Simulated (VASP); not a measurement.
A run of VASP 6.6.1 is set up as follows.

Contents of INCAR:

```
SYSTEM = KI
  PREC = Accurate
  ENCUT = 600
  EDIFF = 1E-6
  ISMEAR = 0
  SIGMA = 0.03
  LREAL = .False.
  LASPH = .True.
  NELM = 80
  ALGO = Normal
  ISIF = 3
  LWAVE = .False.
  LCHARG = .False.
  IBRION = 2
  NSW = 90
  EDIFFG = -0.01
```

KPOINTS

```
regular mesh
0
Gamma
  8 8 8
  0 0 0
```

File POSCAR:

```
KI
1.0
    0.0000000000      3.5327750000      3.5327750000
    3.5327750000      0.0000000000      3.5327750000
    3.5327750000      3.5327750000      0.0000000000
K I
1 1
Direct
    0.0000000000      0.0000000000      0.0000000000
    0.5000000000      0.5000000000      0.5000000000
```

Potentials or basis: VASP PAW LDA potentials, release 64 (K_sv, I).

Run with:

```console
$ cat potpaw_LDA.64/K_sv/POTCAR potpaw_LDA.64/I/POTCAR > POTCAR
$ mpirun -np 1 vasp_std > vasp.out
```

(1) What does it give for the relaxed cell?

(2) Predict the band gap on the k mesh.

(3) Estimate the space group after relaxing (to 0.05 Å).

(4) Predict the relaxed volume.

Answers

(1) a = 4.827 Å, b = 4.827 Å, c = 4.827 Å, α = 60.00°, β = 60.00°, γ = 60.00°.

(2) 3.87 eV, direct.

(3) Fm-3m (No. 225).

(4) 39.78 Å³/atom.

Caveat: spin-orbit coupling is left out, which moves the levels of the heavy elements.
